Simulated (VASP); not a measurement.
# TaSi2 (P6_222) in VASP: a series of runs

One crystal, TaSi2, is run at these levels: PBE; tasks: optical spectrum, density of states.

Everything below comes from runs of VASP 6.6.1. Logs are shortened: lines on timing, memory, paths and dates and some standing lists are left out, and cuts for length are marked.

## 1. Starting point

It takes space group P6_222 (No. 180, hexagonal). Conventional cell: a = 4.780 Å, b = 4.780 Å, c = 6.564 Å, α = 90.00°, β = 90.00°, γ = 120.00°. Ta (site symmetry 222) is surrounded by 10 Si at 2.59 to 2.76 Å. Si (site symmetry 2) is surrounded by 5 Si at 2.59 to 2.76 Å and 5 Ta at 2.59 to 2.76 Å.

## 2. Optical spectrum, PBE

INCAR reads:

```
SYSTEM = TaSi2
PREC     = Accurate       ! precision mode
ENCUT    = 520            ! plane-wave cutoff, eV
EDIFF    = 1E-6           ! SCF threshold, eV
ISMEAR   = 0              ! smearing method
SIGMA    = 0.02           ! smearing width, eV
LREAL    = .False.        ! projectors in reciprocal space
LASPH    = .True.         ! aspherical terms in the spheres
NELM     = 60             ! most SCF steps
ALGO     = Normal         ! electronic algorithm
ISIF     = 2              ! what is computed and relaxed
LWAVE    = .False.        ! write WAVECAR
LCHARG   = .False.        ! write CHGCAR
GGA      = PE             ! functional
LOPTICS  = .True.         ! frequency-dependent dielectric function
NBANDS   = 52             ! bands
NEDOS    = 1000           ! points of the DOS
CSHIFT   = 0.1
```

KPOINTS reads:

```
regular mesh
0
Gamma
  5 5 3
  0 0 0
```

POSCAR reads:

```
TaSi2
1.0
    4.7800000000      0.0000000000      0.0000000000
   -2.3900000000      4.1396014301      0.0000000000
    0.0000000000      0.0000000000      6.5640000000
Ta Si
3 6
Direct
    0.0000000000      0.5000000000      0.1666666667
    0.5000000000      0.5000000000      0.8333333333
    0.5000000000      0.0000000000      0.5000000000
    0.3333000000      0.1666500000      0.1666666667
    0.1666500000      0.8333500000      0.8333333333
    0.8333500000      0.6667000000      0.5000000000
    0.6667000000      0.8333500000      0.1666666667
    0.8333500000      0.1666500000      0.8333333333
    0.1666500000      0.3333000000      0.5000000000
```

Potentials or basis: VASP PAW PBE potentials, release 64 (Ta_pv, Si).

Run with:

```sh
> cat potpaw_PBE.64/Ta_pv/POTCAR potpaw_PBE.64/Si/POTCAR > POTCAR
> mpirun -np 1 vasp_std > vasp.out
```

OUTCAR:

```text
SYSTEM = TaSi2
   PREC = Accurate
   ENCUT = 520
   EDIFF = 1E-6
   ISMEAR = 0
   LREAL = .False.
   LASPH = .True.
   NELM = 60
   ISIF = 2
   GGA = PE

 ion  position               nearest neighbor table
   1  0.000  0.500  0.167-   6 2.59   9 2.59   8 2.59   5 2.59   4 2.76   7 2.76   4 2.76   7 2.76
                             7 2.76   4 2.76   3 3.24   3 3.24   2 3.24   2 3.24
   2  0.500  0.500  0.833-   6 2.59   9 2.59   7 2.59   4 2.59   5 2.76   8 2.76   5 2.76   8 2.76
                             8 2.76   5 2.76   3 3.24   3 3.24   1 3.24   1 3.24
   3  0.500  0.000  0.500-   4 2.59   7 2.59   5 2.59   8 2.59   9 2.76   6 2.76   9 2.76   6 2.76
                             9 2.76   6 2.76   2 3.24   1 3.24   2 3.24   1 3.24
   4  0.333  0.167  0.167-   9 2.59   5 2.59   3 2.59   2 2.59   7 2.76   1 2.76   1 2.76   1 2.76
                             7 2.76   7 2.76
   5  0.167  0.833  0.833-   6 2.59   4 2.59   3 2.59   1 2.59   8 2.76   2 2.76   2 2.76   2 2.76
                             8 2.76   8 2.76
   6  0.833  0.667  0.500-   5 2.59   7 2.59   1 2.59   2 2.59   9 2.76   3 2.76   3 2.76   3 2.76
                             9 2.76   9 2.76
   7  0.667  0.833  0.167-   6 2.59   8 2.59   3 2.59   2 2.59   4 2.76   1 2.76   1 2.76   1 2.76
                             4 2.76   4 2.76
   8  0.833  0.167  0.833-   9 2.59   7 2.59   3 2.59   1 2.59   5 2.76   2 2.76   2 2.76   2 2.76
                             5 2.76   5 2.76
   9  0.167  0.333  0.500-   8 2.59   4 2.59   1 2.59   2 2.59   6 2.76   3 2.76   3 2.76   3 2.76
                             6 2.76   6 2.76

  LATTYP: Found a hexagonal cell.
 ALAT       =     4.7800000000
 C/A-ratio  =     1.3732217573

  Lattice vectors:

 A1 = (   4.7800000000,   0.0000000000,   0.0000000000)
 A2 = (  -2.3900000000,   4.1396014301,   0.0000000000)
 A3 = (   0.0000000000,   0.0000000000,   6.5640000000)

Analysis of symmetry for initial positions (statically):
=====================================================================
 Subroutine PRICEL returns:
 Original cell was already a primitive cell.
[... 632 lines left out ...]
     -1.19500      2.06980      1.09400         0.000000     -0.000000     -0.000000
      1.19500      2.06980      5.47000         0.000000      0.000000      0.000000
      2.39000      0.00000      3.28200         0.000000     -0.000000      0.000000
      1.19488      0.68986      1.09400        -0.687588     -0.396979      0.000000
     -1.19512      3.44974      5.47000        -0.687588      0.396979      0.000000
      2.39000      2.75987      3.28200         0.000000      0.793958      0.000000
      1.19512      3.44974      1.09400         0.687588      0.396979      0.000000
      3.58512      0.68986      5.47000         0.687588     -0.396979      0.000000
     -0.00000      1.37973      3.28200         0.000000     -0.793958      0.000000
 -----------------------------------------------------------------------------------
    total drift:                                0.000000      0.000000      0.000000

  FREE ENERGIE OF THE ION-ELECTRON SYSTEM (eV)
  ---------------------------------------------------
  free  energy   TOTEN  =       -72.0183773180 eV

  energy  without entropy=      -72.0159929998  energy(sigma->0) =      -72.01718516

 electrical conductivity sigma (Mega S m-1) (frequency dependency in vasprun.xml)
  --------------------------------------------------------------------------------------
       0.136       0.000       0.000
      -0.000       0.136       0.000
       0.000       0.000       0.947

  frequency dependent IMAGINARY DIELECTRIC FUNCTION (independent particle, no local field effects) density-density
     E(ev)      X         Y         Z        XY        YZ        ZX
  --------------------------------------------------------------------------------------------------------------
     0.00000     0.00000     0.00000     0.00000     0.00000     0.00000     0.00000
     0.53000    28.96597    28.96597    18.53488    -0.00000     0.00000    -0.00000
     1.06000    23.90953    23.90953    10.24164    -0.00000     0.00000     0.00000
     1.59000    14.14621    14.14621    29.80543    -0.00000    -0.00000     0.00000
     2.12000    26.46583    26.46583    23.27791     0.00000     0.00000     0.00000
     2.65000    23.69753    23.69753    21.89378     0.00000    -0.00000     0.00000
[... 92 lines left out ...]
    51.94002     0.00149     0.00149     0.00140    -0.00000    -0.00000     0.00000
    52.47002     0.00140     0.00140     0.00132    -0.00000    -0.00000     0.00000

  frequency dependent      REAL DIELECTRIC FUNCTION (independent particle, no local field effects) density-density
     E(ev)        X           Y           Z          XY          YZ          ZX
  --------------------------------------------------------------------------------------------------------------
     0.00000   413.27988   413.27988    41.70029    -0.00000     0.00000    -0.00000
     0.53000    -0.23391    -0.23391    39.94187     0.00000    -0.00000     0.00000
     1.06000    13.88009    13.88009    20.08058    -0.00000    -0.00000     0.00000
     1.59000    11.60868    11.60868    10.89899     0.00000     0.00000    -0.00000
     2.12000    24.24093    24.24093    18.82215    -0.00000    -0.00000     0.00000
     2.65000     9.42246     9.42246    17.60597    -0.00000    -0.00000    -0.00000
[... 92 lines left out ...]
    51.94002     0.74730     0.74730     0.75917    -0.00000     0.00000     0.00000
    52.47002     0.75495     0.75495     0.76638    -0.00000     0.00000     0.00000

  frequency dependent IMAGINARY DIELECTRIC FUNCTION (independent particle, no local field effects) current-current
     E(ev)      X         Y         Z        XY        YZ        ZX
  --------------------------------------------------------------------------------------------------------------
     0.00000  1171.86017  1171.86017   152.73912    -0.00000    -0.00000    -0.00000
     0.53000    27.32832    27.32832    32.30778    -0.00000    -0.00000    -0.00000
     1.06000    26.13916    26.13916    13.70273    -0.00000     0.00000    -0.00000
     1.59000    15.43881    15.43881    30.87499     0.00000     0.00000     0.00000
     2.12000    28.62399    28.62399    24.87811    -0.00000     0.00000     0.00000
     2.65000    24.30577    24.30577    23.14924     0.00000    -0.00000    -0.00000
[... 92 lines left out ...]
    51.94002     0.00052     0.00052     0.00048    -0.00000     0.00000    -0.00000
    52.47002     0.00047     0.00047     0.00043    -0.00000     0.00000    -0.00000

  frequency dependent      REAL DIELECTRIC FUNCTION (independent particle, no local field effects) current-current
     E(ev)        X           Y           Z          XY          YZ          ZX
  --------------------------------------------------------------------------------------------------------------
     0.00000   -68.75368   -68.75368    39.36258    -0.00000     0.00000     0.00000
     0.53000     5.74264     5.74264    32.77953    -0.00000     0.00000    -0.00000
     1.06000    13.27672    13.27672    18.43485    -0.00000    -0.00000    -0.00000
     1.59000    11.63138    11.63138     7.24505     0.00000     0.00000     0.00000
     2.12000    22.67904    22.67904    16.64896     0.00000    -0.00000     0.00000
     2.65000     8.27098     8.27098    15.99184     0.00000     0.00000     0.00000
[... 92 lines left out ...]
    51.94002     0.74897     0.74897     0.75932     0.00000    -0.00000     0.00000
    52.47002     0.75659     0.75659     0.76653     0.00000    -0.00000     0.00000
```

stdout:

```text
POSCAR found type information on POSCAR TaSi
 POSCAR found :  2 types and       9 ions
 scaLAPACK will be used
 LDA part: xc-table for (Slater+PW92), standard interpolation
 POSCAR, INCAR and KPOINTS ok, starting setup
 FFT: planning ... GRIDC
 FFT: planning ... GRID_SOFT
 FFT: planning ... GRID
 WAVECAR not read
 entering main loop
 optical routines
 imaginary and real dielectric function
 recalculating local potential from charge density
 direction            1
 direction            2
 direction            3
```

Wall time 2.4 min (1 thread of AMD EPYC 7R43 (Zen 3), shared host); peak memory 0.24 GiB.

Results:

```
Free energy            : -72.0184 eV
Pressure               : 3.6 GPa
Largest force          : 0.794 eV/Å
Band gap on the k mesh : none (metal or under the smearing width)
```

Forces in eV/Å, atoms in the order of the input:
```
Ta   0.000  0.000  0.000
Ta   0.000  0.000  0.000
Ta   0.000  0.000  0.000
Si  -0.688 -0.397  0.000
Si  -0.688  0.397  0.000
Si   0.000  0.794  0.000
Si   0.688  0.397  0.000
Si   0.688 -0.397  0.000
Si   0.000 -0.794  0.000
```

Dielectric function (mean over the directions given):
```
energy (eV)  real part  imaginary part
       0.27      -7.33          132.89
       1.27      18.37           20.42
       2.33      19.08           26.41
       3.34      10.81           21.86
       4.40       2.17           16.51
       5.41      -6.41           21.78
       6.47      -7.82           11.44
       7.53      -8.61            7.42
       8.53      -7.08            4.16
       9.59      -4.88            2.51
      10.60      -4.26            1.39
      11.66      -3.13            0.73
      12.67      -2.37            0.44
      13.73      -1.65            0.32
      14.79      -1.20            0.16
      15.79      -0.87            0.11
      16.85      -0.60            0.06
      17.86      -0.37            0.04
      18.92      -0.18            0.03
      19.98      -0.03            0.02
```

Caveat: spectra need much finer meshes, so this one isn't converged; independent-particle spectra lack excitons; the intraband (Drude) part of a metal's response may be missing; the cell's inner coordinates are idealised or old, which leaves forces on the atoms. The run has no spin-orbit coupling, so splittings on Ta are missing.

## 3. Density of states, PBE

POSCAR is that of step 2.

INCAR.step1 reads:

```
SYSTEM = TaSi2
PREC = Accurate
ENCUT = 520
EDIFF = 1E-6
ISMEAR = 0
SIGMA = 0.02
LREAL = .False.
LASPH = .True.
NELM = 80
ALGO = Fast
ISIF = 2
LWAVE = .False.
LCHARG = .True.
LMAXMIX = 4
GGA = PE
NBANDS = 38
```

KPOINTS.step1 reads:

```
Automatic mesh
0
Gamma
  5 5 3
  0 0 0
```

INCAR.step2 reads:

```
SYSTEM = TaSi2
PREC = Accurate
ENCUT = 520
EDIFF = 1E-6
ISMEAR = -5
SIGMA = 0.02
LREAL = .False.
LASPH = .True.
NELM = 80
ALGO = Fast
ISIF = 2
LWAVE = .False.
LCHARG = .False.
LMAXMIX = 4
GGA = PE
LORBIT = 11
NBANDS = 38
NEDOS = 1001
ICHARG = 11
```

KPOINTS.step2 reads:

```
Automatic mesh
0
Gamma
  8 8 5
  0 0 0
```

Potentials or basis: VASP PAW PBE potentials, release 64 (Ta_pv, Si).

Run with:

```sh
> cat potpaw_PBE.64/Ta_pv/POTCAR potpaw_PBE.64/Si/POTCAR > POTCAR
> cp INCAR.step1 INCAR
> cp KPOINTS.step1 KPOINTS
> mpirun -np 1 vasp_std > vasp.out
> cp INCAR.step2 INCAR
> cp KPOINTS.step2 KPOINTS
> mpirun -np 1 vasp_std > vasp.out
```

OUTCAR:

```text
SYSTEM = TaSi2
   PREC = Accurate
   ENCUT = 520
   EDIFF = 1E-6
   ISMEAR = -5
   LREAL = .False.
   LASPH = .True.
   NELM = 80
   ISIF = 2
   GGA = PE
   LORBIT = 11
   ICHARG = 11

 ion  position               nearest neighbor table
   1  0.000  0.500  0.167-   6 2.59   9 2.59   8 2.59   5 2.59   4 2.76   7 2.76   4 2.76   7 2.76
                             7 2.76   4 2.76   3 3.24   3 3.24   2 3.24   2 3.24
   2  0.500  0.500  0.833-   6 2.59   9 2.59   7 2.59   4 2.59   5 2.76   8 2.76   5 2.76   8 2.76
                             8 2.76   5 2.76   3 3.24   3 3.24   1 3.24   1 3.24
   3  0.500  0.000  0.500-   4 2.59   7 2.59   5 2.59   8 2.59   9 2.76   6 2.76   9 2.76   6 2.76
                             9 2.76   6 2.76   2 3.24   1 3.24   2 3.24   1 3.24
   4  0.333  0.167  0.167-   9 2.59   5 2.59   3 2.59   2 2.59   7 2.76   1 2.76   1 2.76   1 2.76
                             7 2.76   7 2.76
   5  0.167  0.833  0.833-   6 2.59   4 2.59   3 2.59   1 2.59   8 2.76   2 2.76   2 2.76   2 2.76
                             8 2.76   8 2.76
   6  0.833  0.667  0.500-   5 2.59   7 2.59   1 2.59   2 2.59   9 2.76   3 2.76   3 2.76   3 2.76
                             9 2.76   9 2.76
   7  0.667  0.833  0.167-   6 2.59   8 2.59   3 2.59   2 2.59   4 2.76   1 2.76   1 2.76   1 2.76
                             4 2.76   4 2.76
   8  0.833  0.167  0.833-   9 2.59   7 2.59   3 2.59   1 2.59   5 2.76   2 2.76   2 2.76   2 2.76
[... 1208 lines left out ...]
  in kB       27.6739890     27.6739890     51.7492921      0.0000000     -0.0000000      0.0000000
  external PRESSURE =      35.6990900 kB  Pullay stress =       0.0000000 kB

 VOLUME and BASIS-vectors are now :
 -----------------------------------------------------------------------------
  energy-cutoff  :      520.00
  volume of cell :      129.88
      direct lattice vectors                 reciprocal lattice vectors
     4.780000000  0.000000000  0.000000000     0.209205021  0.120784575  0.000000000
    -2.390000000  4.139601430  0.000000000     0.000000000  0.241569150  0.000000000
     0.000000000  0.000000000  6.564000000     0.000000000  0.000000000  0.152346130

 POSITION                                       TOTAL-FORCE (eV/Angst)
 -----------------------------------------------------------------------------------
     -1.19500      2.06980      1.09400         0.000000     -0.000000      0.000000
      1.19500      2.06980      5.47000         0.000000      0.000000      0.000000
      2.39000      0.00000      3.28200         0.000000     -0.000000     -0.000000
      1.19488      0.68986      1.09400        -0.710723     -0.410336      0.000000
     -1.19512      3.44974      5.47000        -0.710723      0.410336     -0.000000
      2.39000      2.75987      3.28200         0.000000      0.820672     -0.000000
      1.19512      3.44974      1.09400         0.710723      0.410336     -0.000000
      3.58512      0.68986      5.47000         0.710723     -0.410336     -0.000000
     -0.00000      1.37973      3.28200        -0.000000     -0.820672     -0.000000
 -----------------------------------------------------------------------------------
    total drift:                                0.000000      0.000000      0.000000

  FREE ENERGIE OF THE ION-ELECTRON SYSTEM (eV)
  ---------------------------------------------------
  free  energy   TOTEN  =       -72.0915899349 eV

  energy  without entropy=      -72.0915899349  energy(sigma->0) =      -72.09158993

 total charge

# of ion       s       p       d       tot
------------------------------------------
    1        0.290   6.197   2.537   9.023
    2        0.290   6.197   2.537   9.023
    3        0.290   6.197   2.537   9.023
    4        0.755   0.882   0.000   1.637
    5        0.755   0.882   0.000   1.637
    6        0.755   0.882   0.000   1.637
    7        0.755   0.882   0.000   1.637
    8        0.755   0.882   0.000   1.637
    9        0.755   0.882   0.000   1.637
--------------------------------------------------
tot          5.401  23.880   7.611  36.892
```

OUTCAR.step1:

```text
SYSTEM = TaSi2
   PREC = Accurate
   ENCUT = 520
   EDIFF = 1E-6
   ISMEAR = 0
   LREAL = .False.
[... 657 lines left out ...]
      1.19512      3.44974      1.09400         0.687648      0.397014     -0.000000
      3.58512      0.68986      5.47000         0.687648     -0.397014     -0.000000
     -0.00000      1.37973      3.28200        -0.000000     -0.794028     -0.000000
 -----------------------------------------------------------------------------------
    total drift:                                0.000000      0.000000      0.000000

  FREE ENERGIE OF THE ION-ELECTRON SYSTEM (eV)
  ---------------------------------------------------
  free  energy   TOTEN  =       -72.0183767495 eV

  energy  without entropy=      -72.0159922973  energy(sigma->0) =      -72.01718452
```

Run time: 5.8 min. Hardware: 1 thread of AMD EPYC 7R43 (Zen 3), shared host; peak memory 0.24 GiB.

What came out:

```yaml
Valence_electrons_inside_the_program's_atomic_spheres: Ta 9.02; Si 1.64
```

Levels at points of the mesh, in eV from the Fermi level:
```
           k point  band 27  band 28  band 29  band 30  band 31  band 32
(0.00, 0.00, 0.00)    -2.26    -2.24    -1.78     0.57     3.14     3.14
(0.50, 0.00, 0.00)    -0.77    -0.01     0.17     0.79     1.21     1.67
```

States per cell in windows of 1 eV (zero at the Fermi level; states under -8 eV left out):
```tsv
from (eV)	total	Ta1_d	Ta2_d	Ta3_d	Si6_p	Si9_p	Si4_p
-8.0	2.86	0.07	0.07	0.07	0.03	0.03	0.03
-7.0	1.60	0.06	0.06	0.06	0.03	0.03	0.03
-6.0	3.61	0.14	0.14	0.14	0.12	0.12	0.12
-5.0	4.29	0.23	0.23	0.23	0.14	0.14	0.14
-4.0	3.87	0.25	0.25	0.25	0.12	0.12	0.12
-3.0	9.25	0.91	0.91	0.91	0.25	0.25	0.25
-2.0	4.36	0.50	0.50	0.50	0.11	0.11	0.11
-1.0	2.25	0.33	0.33	0.33	0.04	0.04	0.04
0.0	2.49	0.40	0.40	0.40	0.03	0.03	0.03
1.0	3.36	0.38	0.38	0.38	0.08	0.08	0.08
2.0	6.19	0.75	0.75	0.75	0.12	0.12	0.12
3.0	6.36	0.79	0.79	0.79	0.10	0.10	0.10
4.0	0.85	0.12	0.12	0.12	0.01	0.01	0.01
5.0	0.00	0.00	0.00	0.00	0.00	0.00	0.00
```

Caveat: the cell's inner coordinates are idealised or old, which leaves forces on the atoms; tetrahedron occupations give inexact forces and stress in metals. The run has no spin-orbit coupling, so splittings on Ta are missing.
